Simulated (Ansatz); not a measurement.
# SnSe (Pnma) in Ansatz: settings compared

The runs below take SnSe through relaxation of cell and atoms, single point, with BLYP+D3(BJ), PBEsol, PBE.

Everything below comes from runs of Ansatz 0.2.0. Logs are shortened: lines on timing, memory, paths and dates and some standing lists are left out, and cuts for length are marked.

### 1 The crystal as given

The structure is orthorhombic, space group Pnma (No. 62). The conventional cell has a = 11.420 Å, b = 4.190 Å, c = 4.460 Å, α = 90.00°, β = 90.00°, γ = 90.00°. Sn (site symmetry m) has 3 Se at 2.69 to 2.83 Å as nearest neighbours. Around Se (site symmetry m) lie 3 Sn at 2.69 to 2.83 Å.

### 2 Relaxation of cell and atoms, BLYP+D3(BJ)

File input.yaml:

```yaml
crystal:
  lattice:
    - [11.42, 0.0, 0.0]
    - [0.0, 4.19, 0.0]
    - [0.0, 0.0, 4.46]
  atoms:
    - { symbol: Sn, position: [0.877, 0.75, 0.909] }
    - { symbol: Sn, position: [0.623, 0.25, 0.409] }
    - { symbol: Sn, position: [0.377, 0.75, 0.591] }
    - { symbol: Sn, position: [0.123, 0.25, 0.091] }
    - { symbol: Se, position: [0.643, 0.75, 0.984] }
    - { symbol: Se, position: [0.857, 0.25, 0.484] }
    - { symbol: Se, position: [0.143, 0.75, 0.516] }
    - { symbol: Se, position: [0.357, 0.25, 0.016] }
hamiltonian:
  xc: blyp
  pseudopotentials: { kind: paw }
  dispersion: d3bj
kpoints:
  mp_grid: { grid: [3, 6, 6] }
scf:
  occupations: { method: fermi_dirac, width: 0.05 }
output:
  forces: true
  stress: true
relax:
  f_tol: 0.01
  max_steps: 40
  cell: { stress_tol: 0.05 }
```

Potentials or basis: Ansatz PAW.

Launch:

```console
$ ansatz run input.yaml --threads 4 --pin off --max-ram 11264MiB --backend cpu --events-out ev --progress --plain --runs-dir out
```

The program printed:

```text
Warning: RAYON_NUM_THREADS=4 ignored (pool sized by the plan → 4); use --threads N
Engine: ansatz 0.2.0, x86_64-unknown-linux-gnu
Pseudopotentials: kind: paw
Pseudopotential: Sn, paw, valence charge 14, recommended cutoff 420 eV (normal), Sn.paw.azcp
Pseudopotential: Se, paw, valence charge 16, recommended cutoff 420 eV (normal), Se.paw.azcp
Functional definition: BLYP
  parameter beta = 0.0042
  parameter a = 0.04918
  parameter b = 0.132
  parameter c = 0.2533
  parameter d = 0.349
  exchange = b88_x(beta = beta)
  correlation = lyp_c(a = a, b = b, c = c, d = d)
Crystal: 8 atoms, lattice volume = 213.410 Å³
Basis set: ecut = 420 eV, 4163 PW (Γ), exchange–correlation on 160×60×60 points (8 copies of the dense FFT grid, shifted against one another)
Bands: 72, of which v1, the nominal top of the filled ones, is band 60 counted from 1 (59 counted from 0)
Symmetry: 8 space group operations
Space group: Pnma (ITA 62), of the structure as read, at distance tolerance 6.0e-5 Å
k-points: 32 of 108
Non-local potential: Sn, projectors of the file, l = 0: 2, l = 1: 2, l = 2: 2, l = 3: 2
Non-local potential: Se, projectors of the file, l = 0: 2, l = 1: 2, l = 2: 3, l = 3: 1
PAW form: soft (Blöchl's): semilocal exchange-correlation on the pseudo side does not see the compensation charge
PAW frozen core: Sn, regenerated for the run's functional, and the local potential with it (the file was generated under x = pbe(κ = 0.804, μ = 0.2195149727645171), c = pbe(β = 0.06672455060314922))
PAW frozen core: Se, regenerated for the run's functional, and the local potential with it (the file was generated under x = pbe(κ = 0.804, μ = 0.2195149727645171), c = pbe(β = 0.06672455060314922))
PAW one-centre angular grid: Sn, 590 points (default); XC on 64 Gauss nodes
PAW one-centre angular grid: Se, 590 points (default); XC on 64 Gauss nodes
Initial density: superposition of atomic densities (neutral atoms: chi_scale 0, normalization atom), corrected by the library's trained network
Initial wavefunctions: pseudopotential atomic-orbital guess
Functional: x = b88, c = lyp
SCF iter   1: F=—  HF=-46092.805537 eV  |F-HF|=—  |Δ(HF+E_count)|=         —  Δρ=7.40e-3  dr2=1.33e-1  ethr=1.77e-3  ⟨swp⟩=6.7  Hψ=8689  notcnv=0  defer=6
preconditioner: auto → Resta (q_TF=auto, 2.479 Å⁻¹)  ε∞=2.8  [insulator: Δε(μ)=0.714 eV  Ē_g=16.788 eV  σ=0.050 eV  W_gap=1.00  n_scr=56 (ndim 8)  ℏωp=22.7 eV  f_vac=0.001  D(μ)=0.00/eV (n_scr^D=0)  ε∞_Penn≈2.8]
SCF iter   2: F=—  HF=-46092.772461 eV  |F-HF|=—  |Δ(HF+E_count)|=   3.31e-2  Δρ=3.81e-3  dr2=3.55e-2  ethr=1.11e-4  ⟨swp⟩=2.0  Hψ=2955  notcnv=0  defer=143
SCF iter   3: F=—  HF=-46092.764634 eV  |F-HF|=—  |Δ(HF+E_count)|=   7.83e-3  Δρ=6.08e-4  dr2=8.69e-4  ethr=2.96e-5  ⟨swp⟩=2.3  Hψ=4310  notcnv=0  defer=143
SCF iter   4: F=—  HF=-46092.763769 eV  |F-HF|=—  |Δ(HF+E_count)|=   8.65e-4  Δρ=3.51e-4  dr2=1.98e-4  ethr=7.24e-7  ⟨swp⟩=2.0  Hψ=4080  notcnv=0  defer=143
SCF iter   5: F=—  HF=-46092.763866 eV  |F-HF|=—  |Δ(HF+E_count)|=   9.61e-5  Δρ=1.32e-4  dr2=2.80e-5  ethr=1.65e-7  ⟨swp⟩=2.0  Hψ=4080  notcnv=0  defer=143
[... 75 lines left out ...]
SCF iter   6: F=-46092.838304 eV  HF=-46092.838304 eV  |F-HF|=6.55e-11  |Δ(HF+E_count)|=   1.30e-9  Δρ=9.69e-8  dr2=2.31e-11  ethr=1.00e-12  ⟨swp⟩=5.0  Hψ=8467  notcnv=0
SCF 7 converged in 6 iterations: F = -46092.838304 eV  dr2 = 2.31e-11
relax step   7: F+E_penalty+E_count = -46092.83830360 eV  Δ(F+E_penalty+E_count) = -1.018e-3 eV  max|allowed force component| = 3.052e-3 eV/Å  Δτ_max = 0.0000 Å  P = -0.009 GPa  Ω = 219.262 Å³  stress off target by 2.84e-2 GPa  SCF on the basis re-selected at this cell (its energy is not comparable with the rows above)  (6 SCF iters)
basis re-selected at this cell: Δ(F+E_penalty+E_count) = -1.018e-3 eV, ΔP = -0.002 GPa vs the last step (what re-selecting the basis moved, of the pressure what is left beyond the Pulay correction that the steps carried, after the strain that the cell walked since its last selection, with what the two solves' SCF thresholds leave and, on support functions, any second-order correction that the steps lacked; it is no measure of the basis error at this ecutwfc). This SCF's stress stands 2.84e-2 GPa from its target on what of the cell is left free (relax.cell.stress_tol is 5.00e-2 GPa) and its largest allowed force component is 3.05e-3 eV/Å (relax.f_tol is 1.00e-2 eV/Å): within both
dispersion: the relaxed geometry stands within reach of a switch of an atom's C6, across which e_disp changes (each atom's share, over what another start of this relaxation can change, counted as every distance, since the cell relaxes too: site 0 (Sn), some 0.06 eV, crossed with farther neighbours; site 1 (Sn), some 0.06 eV, crossed with farther neighbours; site 2 (Sn), some 0.06 eV, crossed with farther neighbours; site 3 (Sn), some 0.06 eV, crossed with farther neighbours; some 0.23 eV in sum): a start on the other side of the switch can end at another minimum, lower or higher, and the walk did not compare the two: the deck asks for no search across the switch (relax.adjacent_minimum is not search) (hamiltonian.dispersion, Limitations)
SCF converged after 6 iterations
Free energy (F): -46092.838304 eV
Harris-Foulkes:  -46092.838304 eV  (|F-HF|=6.55e-11)
Internal energy: -46092.838264 eV  (E = F + TS)
E sigma→0 (E₀):  -46092.838284 eV
Entropy (-TS):   -0.000040 eV (-0.005 meV/atom)
Fermi energy:    9.331490 eV
--- Per-component energies (eV) ---
  E_band       = -1869.008837
  E_kinetic    = 1224.815007
  E_local      = -13458.351854  (includes V_loc(G=0)·N_el)
  E_nonlocal   = -2529.344076
  E_hartree    = 7084.749027
  E_xc         = -1937.542299
  E_vxc        = -765.943024  (∫ρ·V_xc dr)
  E_paw        = -24302.253924  (= ΣΔE_a)
  E_vpaw       = -509.680154  (= ΣTr[D̂ρ^β])
  E_aug_tail   = -0.002405  (compensation charges beyond the density's cutoff)
  E_ewald      = -12168.896263
  E_disp       = -6.551789  (pairwise vdW)
  E_core_change = 0.540313  (= ΣΔE_core)
  E_smearing   = -0.000040  (= −TS)
  E_closure    = -0.000000  (closes the sum)
  Σ components = -46092.838304   (vs F -46092.838304, Δ=0.00e0)
--- Forces (eV/Å), atoms counted from 1 ---
  atom   1  Sn    -0.00158043     0.00000000     0.00093952
  atom   2  Sn     0.00158043     0.00000000     0.00093952
  atom   3  Sn    -0.00158043     0.00000000    -0.00093952
  atom   4  Sn     0.00158043     0.00000000    -0.00093952
  atom   5  Se     0.00305167     0.00000000    -0.00060029
  atom   6  Se    -0.00305167     0.00000000    -0.00060029
  atom   7  Se     0.00305167     0.00000000     0.00060029
  atom   8  Se    -0.00305167     0.00000000     0.00060029
  max |Σ_I F_I| component: 0.00e0 eV/Å
--- Stress (GPa, compression-positive) ---
        0.000459       0.000000       0.000000
        0.000000      -0.028426       0.000000
        0.000000       0.000000       0.001778
  P = ⅓ Tr σ = -0.0087 GPa (-0.087 kbar)
--- Relaxed structure (6 steps of the walk, 6 accepted, 1 SCFs on fresh bases) ---
  F+E_penalty+E_count = -46092.83830360 eV   max|allowed force component| = 3.052e-3 eV/Å   (the final SCF, on the basis selected at the relaxed cell)
  cell:  # Å, volume = 219.2617 Å³
    - [11.684560063030082, 0.0, 0.0]
    - [0.0, 4.199735369701119, 0.0]
    - [0.0, 0.0, 4.468158325832775]
  atoms:
    - { symbol: Sn, position: [0.8804430172092704, 0.7499999999999999, 0.8860765108267089] }
    - { symbol: Sn, position: [0.6195569827907296, 0.24999999999999997, 0.38607651082670913] }
    - { symbol: Sn, position: [0.38044301720927043, 0.7499999999999999, 0.6139234891732909] }
    - { symbol: Sn, position: [0.11955698279072956, 0.24999999999999997, 0.11392348917329087] }
    - { symbol: Se, position: [0.6438705535854671, 0.7499999999999999, 0.9695869408983814] }
    - { symbol: Se, position: [0.8561294464145327, 0.24999999999999997, 0.4695869408983817] }
    - { symbol: Se, position: [0.14387055358546702, 0.7499999999999999, 0.5304130591016181] }
    - { symbol: Se, position: [0.3561294464145328, 0.24999999999999997, 0.03041305910161815] }
```

Run time: 65 s. Hardware: 4 threads of Intel Xeon at 2.70GHz, shared host; peak memory 0.95 GiB.

What came out:

- Free energy: -46092.8383 eV
- Relaxed volume: 27.41 Å³/atom
- Relaxed cell: a = 11.685 Å, b = 4.200 Å, c = 4.468 Å, α = 90.00°, β = 90.00°, γ = 90.00°
- Space group after relaxing (to 0.05 Å): Pnma (No. 62)
- Energy gained by relaxing: 9.3 meV/atom
- Ionic steps: 7
- Pressure after relaxing: 0.0 GPa
- Largest force after relaxing: 0.003 eV/Å
- Band gap on the k mesh: 0.67 eV

Forces in eV/Å, atoms in the order of the input:
```
Sn  -0.002  0.000  0.001
Sn   0.002  0.000  0.001
Sn  -0.002  0.000 -0.001
Sn   0.002  0.000 -0.001
Se   0.003  0.000 -0.001
Se  -0.003  0.000 -0.001
Se   0.003  0.000  0.001
Se  -0.003  0.000  0.001
```

The path:
```
step  energy change (eV)  largest force (eV/Å)  volume (Å³)
   1              0.0000                0.3567       213.41
   2             -0.0581                0.1342       222.72
   3             -0.0697                0.0328       220.94
   4             -0.0722                0.0175       219.19
   5             -0.0728                0.0189       219.14
   6             -0.0734                0.0029       219.26
   7             -0.0744                0.0031       219.26
```

Final structure:
```yaml
crystal:
  lattice:
    - [11.68456, 0.00000, 0.00000]
    - [0.00000, 4.19974, 0.00000]
    - [0.00000, 0.00000, 4.46816]
  atoms:
    - { symbol: Sn, position: [0.88044, 0.75000, 0.88608] }
    - { symbol: Sn, position: [0.61956, 0.25000, 0.38608] }
    - { symbol: Sn, position: [0.38044, 0.75000, 0.61392] }
    - { symbol: Sn, position: [0.11956, 0.25000, 0.11392] }
    - { symbol: Se, position: [0.64387, 0.75000, 0.96959] }
    - { symbol: Se, position: [0.85613, 0.25000, 0.46959] }
    - { symbol: Se, position: [0.14387, 0.75000, 0.53041] }
    - { symbol: Se, position: [0.35613, 0.25000, 0.03041] }
```

Caveat: odd divisions of the mesh miss points on the zone boundary, where band edges often lie, so the gap on the mesh can be too wide; the plane-wave basis is chosen anew once the cell has moved, so the energies of steps on either side of that aren't comparable; spin-orbit coupling is left out, which moves the levels of the heavy elements; the PAW data sets come from PBE, with cores solved anew for the run's functional, which leaves a small shift of forces and pressure. Zero-point motion and thermal expansion aren't in these numbers.

(Part 1 of 2 ends here.)
